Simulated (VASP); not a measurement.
Here is a VASP 6.6.1 calculation.

Contents of INCAR:

```
SYSTEM = BaTe
PREC = Accurate
ENCUT = 520
EDIFF = 1E-6
ISMEAR = 0
SIGMA = 0.02
LREAL = .FALSE.
LASPH = .TRUE.
NELM = 80
ALGO = Normal
ISIF = 2
LWAVE = .FALSE.
LCHARG = .FALSE.
GGA = PE
NBANDS = 15
```

The input KPOINTS:

```
Automatic mesh
0
G
  3 3 3
  0 0 0
```

The input POSCAR:

```
BaTe
1.0
    0.0000000000      3.4100000000      3.4100000000
    3.4100000000      0.0000000000      3.4100000000
    3.4100000000      3.4100000000      0.0000000000
Ba Te
1 1
Direct
    0.0000000000      0.0000000000      0.0000000000
    0.5000000000      0.5000000000      0.5000000000
```

Potentials or basis: VASP PAW PBE potentials, release 64 (Ba_sv, Te).

Launch:

```sh
$ cat potpaw_PBE.64/Ba_sv/POTCAR potpaw_PBE.64/Te/POTCAR > POTCAR
$ mpirun -np 1 vasp_std > vasp.out
```

Predict the band gap on the k mesh.

1.57 eV, indirect (least direct gap 1.96 eV).

Predict the pressure.

4.6 GPa.

Caveat: the k mesh is coarse (spacing up to 0.53 Å⁻¹), so the values aren't converged; spin-orbit coupling is left out, which moves the levels of the heavy elements; an odd mesh through Γ misses points on the zone boundary, where band edges often lie. Expect the measured gap to be larger: semilocal functionals such as PBE lack the derivative discontinuity.
